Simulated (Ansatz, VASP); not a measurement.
**Two plane-wave programs on MgO**

File INCAR:

```
SYSTEM = MgO
PREC = Accurate
ENCUT = 520
EDIFF = 1E-6
ISMEAR = 0
SIGMA = 0.05
LREAL = .FALSE.
LASPH = .TRUE.
NELM = 80
ALGO = Normal
ISIF = 2
LWAVE = .FALSE.
LCHARG = .FALSE.
GGA = PE
NBANDS = 26
```

The input KPOINTS:

```
regular mesh
0
G
  9 9 2
  0 0 0
```

File POSCAR:

```
MgO
1.0
    3.4446000000      0.0000000000      0.0000000000
   -1.7223000000      2.9831111059      0.0000000000
    0.0000000000      0.0000000000     11.3550000000
Mg O
4 4
Direct
    0.3333333333      0.6666666667      0.9694906392
    0.0000000000      0.0000000000      0.2208211786
    0.0000000000      0.0000000000      0.7208211786
    0.6666666667      0.3333333333      0.4694906392
    0.3333333333      0.6666666667      0.7800420079
    0.0000000000      0.0000000000      0.5296443544
    0.0000000000      0.0000000000      0.0296443544
    0.6666666667      0.3333333333      0.2800420079
```

Input for Ansatz:

```yaml
crystal:
  lattice:
    - [3.4446, 0.0, 0.0]
    - [-1.7223, 2.9831111059, 0.0]
    - [0.0, 0.0, 11.355]
  atoms:
    - { symbol: Mg, position: [0.3333333333, 0.6666666667, 0.9694906392] }
    - { symbol: Mg, position: [0.0, 0.0, 0.2208211786] }
    - { symbol: Mg, position: [0.0, 0.0, 0.7208211786] }
    - { symbol: Mg, position: [0.6666666667, 0.3333333333, 0.4694906392] }
    - { symbol: O, position: [0.3333333333, 0.6666666667, 0.7800420079] }
    - { symbol: O, position: [0.0, 0.0, 0.5296443544] }
    - { symbol: O, position: [0.0, 0.0, 0.0296443544] }
    - { symbol: O, position: [0.6666666667, 0.3333333333, 0.2800420079] }
basis:
  ecutwfc: 520.0
kpoints:
  mp_grid: { grid: [9, 9, 2] }
hamiltonian:
  xc: pbe
  pseudopotentials: { kind: paw, azcp: { folder: soft_1 } }
scf:
  occupations: { method: gaussian, width: 0.05 }
output:
  forces: true
  stress: true
  eigenvalues: true
```

Alike in both runs: task single point; functional PBE; k mesh 9 × 9 × 2; occupations gaussian, width 0.05 eV; no spin polarisation.

```csv
,VASP,Ansatz
version,VASP 6.6.1,Ansatz 0.2.0
potentials or method,"VASP PAW PBE potentials, release 64 (Mg, O)","scalar-relativistic, plane waves, PAW"
plane-wave cutoff (eV),520,520
valence electrons in the cell,32,64
```

VASP gave:

- gap on the k mesh at the Fermi level (eV): 2.61
- least direct gap on the mesh (eV): 2.61
- pressure (GPa): -14.3
- largest component of the traceless stress (GPa): 1.82
- rms of the force components (eV/Å): 0.041

**Question.** Which values does Ansatz return?

**Answer.** gap on the k mesh at the Fermi level (eV): 2.63; least direct gap on the mesh (eV): 2.63; pressure (GPa): -13.9; largest component of the traceless stress (GPa): 1.81; rms of the force components (eV/Å): 0.040.

Atom by atom the forces differ by 0.000 eV/Å (rms over components). With one functional, cell and mesh, what is left measures potentials, basis and numerics. The two sets of potentials don't hold the same shells in valence.

As with any semilocal functional, this PBE gap is likely too small.
